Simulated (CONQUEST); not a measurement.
**PbSe (Clausthalite) under changes of volume**

One of the cells (28.671 Å³/atom); the others are scaled copies at fixed shape and fractional positions:

```xyz
4
Lattice="4.3284 0.0000 0.0000 0.0000 4.3284 0.0000 0.0000 0.0000 6.1213" Properties=species:S:1:pos:R:3 pbc="T T T"
Pb    0.0000    0.0000    0.0000
Pb    2.1642    2.1642    3.0606
Se    0.0000    0.0000    3.0606
Se    2.1642    2.1642    0.0000
```

- Program: CONQUEST 1.3
- Functional: PBEsol
- Potentials or basis: PseudoDojo NC PBEsol, DZP, grid of 48 × 48 × 60 points
- k mesh: 6 × 6 × 5
- Occupations: fermi-dirac, width 0.05 eV
- Spin: no spin polarisation

| volume (Å³/atom) | energy over the lowest point (meV/atom) | pressure (GPa) |
| --- | --- | --- |
| 26.951 | ? | ? |
| 27.524 | 8.55 | 2.5 |
| 28.097 | 1.97 | 1.1 |
| 28.671 | 0.00 | 0.0 |
| 29.244 | 1.96 | -1.0 |
| 29.818 | 7.37 | -1.9 |
| 30.391 | 15.64 | -2.7 |

Problem. What does the run at 26.951 Å³/atom give?

Solution. Energy over the lowest point 19.93 meV/atom; pressure 3.8 GPa.

Worked out: A Birch-Murnaghan fit of order 3 (a polynomial in V^(-2/3)) to the other rows has its minimum at 28.66 Å³/atom with B0 = V·E''(V) = 55 GPa and B' = 6.6. It gives 20.47 meV/atom at 26.951 Å³/atom, against the run's 19.93, and -dE/dV = 4.2 GPa, against 3.8.

Energies are extrapolated to zero smearing.

Caveats: the basis of atomic orbitals isn't converged, which shifts pressures, moduli and gaps; the real-space grid breaks the cell's symmetry a little (some runs).
